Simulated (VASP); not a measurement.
Write the native input for VASP 6.6.1 that does the following.

- Task: single point
- Functional: PBE
- Potentials or basis: VASP PAW PBE potentials, release 64 (Cd, S)
- Cutoff: 520 eV
- k mesh: 8 × 8 × 8
- Occupations: fermi-dirac, width 0.05 eV
- Spin: no spin polarisation
- Dipole correction: no
- Further INCAR settings: ALGO = Fast; EDIFF = 1e-06; NBANDS = 16

The structure of CdS lies in POSCAR:

```
CdS
1.0
    0.0000000000      2.7347652956      2.7347652956
    2.7347652956      0.0000000000      2.7347652956
    2.7347652956      2.7347652956      0.0000000000
Cd S
1 1
Direct
    0.0000000000      0.0000000000      0.0000000000
    0.5000000000      0.5000000000      0.5000000000
```

Measurements of this composition are mostly on another form, of space group No. 186.

The cell isn't the ideal one: volume scaled by 0.98.

The input as run:

INCAR

```
SYSTEM = CdS
PREC = Accurate
ENCUT = 520
EDIFF = 1E-6
ISMEAR = -1
SIGMA = 0.05
LREAL = .FALSE.
LASPH = .TRUE.
NELM = 60
ALGO = Fast
ISIF = 2
LWAVE = .FALSE.
LCHARG = .FALSE.
GGA = PE
NBANDS = 16
```

KPOINTS

```
Automatic mesh
0
G
  8 8 8
  0 0 0
```

Potentials or basis: VASP PAW PBE potentials, release 64 (Cd, S).

The run is started by

```bash
$ cat potpaw_PBE.64/Cd/POTCAR potpaw_PBE.64/S/POTCAR > POTCAR
$ mpirun -np 1 vasp_std > vasp.out
```

Results of the run:

```json
{
  "Pressure": "1.5 GPa",
  "Band gap on the k mesh": "0.26 eV, indirect (least direct gap 1.66 eV)"
}
```

It took 46 s on 1 thread of AMD EPYC 7571, on a shared host, peak memory 0.13 GiB.
